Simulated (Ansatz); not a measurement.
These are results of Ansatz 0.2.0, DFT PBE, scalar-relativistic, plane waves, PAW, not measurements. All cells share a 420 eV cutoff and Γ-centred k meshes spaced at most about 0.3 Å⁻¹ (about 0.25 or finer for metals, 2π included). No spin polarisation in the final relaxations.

Temperature and zero-point effects are left out. All come from trial cells, and lower structures may exist.

Question: Order these relaxed structures of SiGe4 by energy, lowest first, with the energy over the lowest of them.
A.

Space group P-6m2 (No. 187). a = 2.997 Å, b = 2.997 Å, c = 23.694 Å, α = 90.00°, β = 90.00°, γ = 120.00°
```json
{"atom": "Si", "site": "2g", "symmetry": "3m.", "x": "0.0000", "y": "0.0000", "z": "0.8009"}
{"atom": "Ge", "site": "2g", "symmetry": "3m.", "x": "0.0000", "y": "0.0000", "z": "0.6010"}
{"atom": "Ge", "site": "1a", "symmetry": "-6m2", "x": "0.0000", "y": "0.0000", "z": "0.0000"}
{"atom": "Ge", "site": "2h", "symmetry": "3m.", "x": "0.3333", "y": "0.6667", "z": "0.7072"}
{"atom": "Ge", "site": "2h", "symmetry": "3m.", "x": "0.3333", "y": "0.6667", "z": "0.8950"}
{"atom": "Ge", "site": "1d", "symmetry": "-6m2", "x": "0.3333", "y": "0.6667", "z": "0.5000"}
```

B.

Space group I4/mmm (No. 139). a = 7.384 Å, b = 7.384 Å, c = 3.512 Å, α = 90.00°, β = 90.00°, γ = 90.00°
| atom | site | symmetry | x | y | z |
| --- | --- | --- | --- | --- | --- |
| Si | 2a | 4/mmm | 0.0000 | 0.0000 | 0.0000 |
| Ge | 8j | m2m. | 0.0000 | 0.2724 | 0.5000 |

C.

Space group P6/mmm (No. 191). a = 2.840 Å, b = 2.840 Å, c = 13.237 Å, α = 90.00°, β = 90.00°, γ = 120.00°
```
atom  site  symmetry       x       y       z
  Si    1b     6/mmm  0.0000  0.0000  0.5000
  Ge    2e       6mm  0.0000  0.0000  0.6935
  Ge    2e       6mm  0.0000  0.0000  0.8977
```

Answer: C (0 meV/atom), B (51 meV/atom), A (110 meV/atom). Forms: C P6/mmm; B I4/mmm; A Si and Ge ordered on hcp sites, P-6m2. Counting Ge atoms around Si (those within 1.25 times the shortest such distance or 1.15 times the sum of covalent radii; the shortest distance is added where it is long for a bond): C has Si 2; B has Si 8; A has Si 6 from 2.8 Å. Even the lowest lies +0.28 eV/atom against the elements.

Cells relaxed within their symmetry can be saddle points. Some structure types and database cells were kept out of the candidates from the start, so a known form may be missing.
